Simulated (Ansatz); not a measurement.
Stackings of close-packed layers of KI (capitals for K, lower case for the other element), each relaxed to a stress under 0.05 GPa; energies count from the stacking AcBaCb (Fm-3m).

Method: DFT PBE, scalar-relativistic, plane waves, PAW in Ansatz 0.2.0.

Cutoff 420 eV, Gaussian smearing of 0.02 eV, energies at zero smearing, symmetry of each start kept, no spin polarisation.

Q: Order these by excess energy, lowest first.
A. AcBcAbCaBc
B. AcBc
C. AbAc
D. AcBaCbAbCaBc
E. AcBcAbCb

A: D (11.8 meV/atom), A (14.1 meV/atom), E (17.3 meV/atom), C (18.9 meV/atom), B (32.9 meV/atom).

```tsv
start	atoms	k mesh	excess energy (meV/atom)	spacing of like layers (Å)	a (Å)	gap on the mesh (eV)
AbAc	4	6×6×3	18.9	4.336	4.966	3.78
AcBc	4	6×6×3	32.9	4.430	4.936	3.54
AcBcAbCb	8	6×6×2	17.3	4.303	5.000	3.68
AcBaCbAbCaBc	12	6×6×1	11.8	4.257	5.024	3.73
AcBcAbCaBc	10	6×6×2	14.1	4.279	5.013	3.69
```

The rule behind the order, tried on AcBcAbCb: A straight line of excess energy against the share of capital letters between two alike capitals (those atoms sit in trigonal prisms, the others in octahedra) through the other rows but AbAc gives 17.1 meV/atom at 50 %.

Spin-orbit coupling is left out, which matters for the bands of heavy elements. An odd mesh misses points on the zone edge, so a gap read on it can be too wide.

Cost: 5 runs of about 8.2 core-minutes in all, on Arm Neoverse V2 (shared hosts).